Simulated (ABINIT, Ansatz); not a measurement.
Given: the input of a run of Ansatz 0.2.0 on SnO. The cell comes from a database or a generator and needn't be the stable form of this composition.

The input input.yaml:

```yaml
crystal:
  lattice:
    - [3.355005, 0.0, 0.0]
    - [0.0, 5.674104, 0.0]
    - [0.0, 0.0, 4.22197]
  atoms:
    - { symbol: Sn, position: [0.5, 0.768091, 0.013144] }
    - { symbol: Sn, position: [0.0, 0.231909, 0.513144] }
    - { symbol: O, position: [0.5, 0.10875, 0.236857] }
    - { symbol: O, position: [0.0, 0.89125, 0.736857] }
hamiltonian:
  xc: pbesol
  pseudopotentials: { kind: paw }
kpoints:
  mp_grid: { grid: [8, 5, 6] }
scf:
  occupations: { method: fermi_dirac, width: 0.05 }
output:
  forces: true
  stress: true
  eigenvalues: true
```

Potentials or basis: Ansatz PAW.

Launch:

```bash
$ ansatz run input.yaml --threads 1 --pin off --max-ram 3584MiB --backend cpu --events-out ev --progress --plain --runs-dir out
```

What does the same run look like in ABINIT 10.8.3 (patched build)? Potentials or basis there: PseudoDojo NC SR PBEsol v0.4.1 standard, cutoff 1143 eV.

As run (cutoffs and basis follow the program's own potentials, and thresholds, step limits or extra output files can differ):

run.abi

```
# Pseudopotentials
pp_dirpath "./"
pseudos "Sn.upf, O.upf"

# Structure
acell 3*1.0 Angstrom
rprim
     3.3550050000     0.0000000000     0.0000000000
     0.0000000000     5.6741040000     0.0000000000
     0.0000000000     0.0000000000     4.2219700000
ntypat 2
znucl 50 8
natom 4
typat 1 1 2 2
xred
     0.5000000000     0.7680910000     0.0131440000
     0.0000000000     0.2319090000     0.5131440000
     0.5000000000     0.1087500000     0.2368570000
     0.0000000000     0.8912500000     0.7368570000
chkprim 0
chksymtnons 0
tolsym 1.0e-6

# Plane-wave basis
ecut 42.0

# k points
kptopt 1
ngkpt 8 5 6
nshiftk 1
shiftk 0.0 0.0 0.0

# Exchange and correlation
ixc -116133

# Bands and occupations
nband 24
occopt 3
tsmear 0.05 eV

# SCF cycle
nstep 100
tolvrs 1.0e-10

# Output
iomode 3
prtwf 0
prteig 0
prtebands 0
prtden 1
prtvha 1
prtvclmb 1
prtpot 1
prtelf 1
```

Potentials or basis: PseudoDojo NC SR PBEsol v0.4.1 standard.

The run is started by

```sh
$ mpirun --bind-to none -np 4 abinit run.abi > log 2>&1
```

Both were run:

|  | Ansatz | ABINIT |
| --- | --- | --- |
| Pressure | -3.1 GPa | -2.5 GPa |
| Largest force | 0.427 eV/Å | 0.315 eV/Å |

Ansatz's pressure holds a Pulay term of +0.41 GPa for its cutoff of 420 eV, which the other run lacks.

Ansatz's potentials were made for PBE.

Where Ansatz's input types no cutoff or centring, it takes its own default and a Γ-centred mesh.

Pressure is positive in compression.
